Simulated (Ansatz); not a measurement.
**TiO2 and the effect of the Hubbard U on Ti d**

```yaml
crystal:
  lattice:
    - [-1.89210, 1.89210, 4.75730]
    - [1.89210, -1.89210, 4.75730]
    - [1.89210, 1.89210, -4.75730]
  atoms:
    - { symbol: Ti, position: [0.75000, 0.25000, 0.50000] }
    - { symbol: Ti, position: [0.00000, 0.00000, 0.00000] }
    - { symbol: O, position: [0.79190, 0.79190, 0.00000] }
    - { symbol: O, position: [0.54190, 0.04190, 0.50000] }
    - { symbol: O, position: [0.95810, 0.45810, 0.50000] }
    - { symbol: O, position: [0.20810, 0.20810, 0.00000] }
```

Kept alike: task projected density of states; functional PBE; k mesh 10 × 10 × 10; occupations fermi-dirac, width 0.05 eV; no spin polarisation. Program: Ansatz, Ansatz PAW, cutoff 420 eV. The mesh is that of the run's cell of 6 atoms. No spin-orbit coupling.

```tsv
Hubbard U on Ti d, U (eV)	band gap (eV)	pressure (GPa)
0	2.136	5.17
1	2.250	5.95
2	2.373	6.76
3	2.506	7.62
4	?	?
5	2.805	9.49
6	2.975	10.51
8	3.360	12.71
```

Pressure is positive in compression, with a Pulay correction for the finite cutoff. U acts here on a shell without spin polarisation. How U acts hangs on the program's projectors. A gap read on the mesh alone can miss an edge between its points. U is the effective U - J on orthogonalised atomic projectors. Double counting: fully localised limit (the default).

Q: Fit the rows shown and predict the run at 4 eV.

A: A least-squares parabola through the rows shown is band gap = 0.006179 U² + 0.10281 U + 2.1394 (largest miss 0.0037); at U = 4 it gives 2.650 eV. A least-squares parabola through the rows shown is pressure = 0.02567 U² + 0.7352 U + 5.18 (largest miss 0.010); at U = 4 it gives 8.53 GPa. The run gave: band gap 2.649 eV; pressure 8.53 GPa.
